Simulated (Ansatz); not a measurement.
# TiAl3: a vibration from a frozen displacement

All numbers below come from DFT PBEsol, scalar-relativistic, plane waves, PAW in Ansatz. Cutoff 420 eV, Γ-centred 18×18×18 k-points, Gaussian smearing of 0.15 eV. No spin polarisation. Energies are free energies at this smearing, counted from the undisturbed cell; pressure is positive in compression.

The starting cell (relaxed at this level):

```
Ti Al
1.0
    -1.90777    1.90777    4.27700
     1.90777   -1.90777    4.27700
     1.90777    1.90777   -4.27700
Ti Al
1 3
Direct
  0.00000 0.00000 0.00000
  0.50000 0.50000 0.00000
  0.75000 0.25000 0.50000
  0.25000 0.75000 0.50000
```

Atom 2 (Al) is moved by x along the Cartesian unit vector (0.000, 0.000, 1.000); the cell and all other atoms stay fixed. The cell's volume is 62.27 Å³; the moved atoms weigh 26.982 u together and the others 101.830 u. Some rows repeat others by symmetry and weren't run.

```csv
x (Å),ΔE (meV/cell),total force on the moved atoms along the move (eV/Å),pressure (GPa)
-0.1000,21.10,0.4246,0.1672
-0.0875,16.14,0.3705,0.1299
-0.0750,11.84,0.3168,0.0977
-0.0625,8.21,0.2635,0.0704
-0.0500,5.25,0.2104,0.0481
-0.0375,2.95,0.1576,0.0308
-0.0250,1.31,0.1050,0.0184
-0.0125,0.33,0.0525,0.0110
0.0000,0.00,0.0000,0.0085
0.0125,0.33,-0.0525,0.0110
0.0250,1.31,-0.1050,0.0184
0.0375,2.95,-0.1576,0.0308
0.0500,5.25,-0.2104,0.0481
0.0625,8.21,-0.2635,0.0704
0.0750,11.84,-0.3168,0.0977
0.0875,16.14,-0.3705,0.1299
0.1000,21.10,-0.4246,0.1672
```

**Question.** What frequency belongs to this motion?

**Answer.** The force constant is k = −dF/dx = 4.200 eV/Å², from the parabola through x = -0.0125, 0 and 0.0125. In every cell the moved atoms swing against the rest, so the mass is μ = m₁m₂/(m₁ + m₂) = 21.330 u, and ν̃ = 521.5 cm⁻¹ × √(|k|/μ) = 231 cm⁻¹. The pattern needn't be a normal mode: ν̃² is then a weighted mean of the squared nonzero frequencies at the zone centre of this cell, so it lies between the lowest and the highest of them.

**Question.** How far does the harmonic law reach?

**Answer.** At x = -0.100 Å, kx²/2 = 21.00 meV against the computed 21.10 meV (+0.5 %): the well is still close to harmonic there.

In a metal these slopes depend on the k mesh and the smearing.